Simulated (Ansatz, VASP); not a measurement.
**One calculation of Ga, two programs**

Contents of INCAR:

```
PREC = Accurate
ENCUT = 520
EDIFF = 1E-6
ISMEAR = -1
SIGMA = 0.1
LREAL = False
LASPH = True
NELM = 80
ALGO = Normal
ISIF = 2
LWAVE = False
LCHARG = False
NBANDS = 20
```

File KPOINTS:

```
regular mesh
0
Gamma
  11 11 11
```

File POSCAR:

```
Ga
1.0
    0.0000000000      2.7611258928      2.7611258928
    2.7611258928      0.0000000000      2.7611258928
    2.7611258928      2.7611258928      0.0000000000
Ga
2
Direct
    0.1250000000      0.1250000000      0.1250000000
    0.8750000000      0.8750000000      0.8750000000
```

Input for Ansatz:

```yaml
crystal:
  lattice:
    - [0.0, 2.7611258928, 2.7611258928]
    - [2.7611258928, 0.0, 2.7611258928]
    - [2.7611258928, 2.7611258928, 0.0]
  atoms:
    - { symbol: Ga, position: [0.125, 0.125, 0.125] }
    - { symbol: Ga, position: [0.875, 0.875, 0.875] }
hamiltonian:
  xc: lda
  pseudopotentials:
    kind: paw
    azcp:
      Ga: "pseudopotentials/Ga.paw.azcp"
basis:
  ecutwfc: 420
  fft_grid_basis: typed
kpoints:
  mp_grid: { grid: [11, 11, 11], shift: [0, 0, 0] }
magnetization:
  spin_polarized: false
scf:
  occupations: { method: fermi_dirac, width: 0.1 }
  lower_state_search: "off"
output:
  stress: true
```

Alike in both runs: task single point; functional LDA; k mesh 11 × 11 × 11; occupations fermi-dirac, width 0.1 eV; no spin polarisation.

|  | VASP | Ansatz |
| --- | --- | --- |
| version | VASP 6.6.1 | Ansatz 0.2.0 |
| potentials or method | VASP PAW LDA potentials, release 64 (Ga_d) | plane waves (420 eV) with PAW, scalar-relativistic |
| plane-wave cutoff (eV) | 520 | 420 |
| valence electrons in the cell | 26 | 26 |

VASP gave:

| Quantity | Value |
| --- | --- |
| pressure (GPa) | 5.3 |

Which values does Ansatz return?

Pressure (GPa): 5.0.

Ansatz warned: «pseudo_functional_mismatch».
